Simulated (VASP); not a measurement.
Crystal: In.

```
CELL_PARAMETERS angstrom
-1.62547 1.62547 2.47370
1.62547 -1.62547 2.47370
1.62547 1.62547 -2.47370
ATOMIC_POSITIONS crystal
In 0.00000 0.00000 0.00000
```

Base run:

* Program: VASP 6.6.1
* Functional: PBE
* Potentials or basis: VASP PAW PBE potentials, release 64 (In_d)
* Cutoff: 520 eV
* k mesh: 11 × 11 × 11
* Occupations: fermi-dirac, width 0.05 eV
* Spin: no spin polarisation

Its results: band gap on the k mesh none (metal or under the smearing width); pressure 2.0 GPa.

**Question.** The run is repeated on the same cell with these changes: functional from PBE to PBEsol. What comes out?

**Answer.** Band gap on the k mesh none (metal or under the smearing width); pressure -1.0 GPa.

PBEsol binds more tightly than PBE, so the same cell stands under less pressure.

Caveats: the PAW data sets were made with another functional, which shifts forces and pressure a little (some runs).

Not every run made on this cell is shown here.
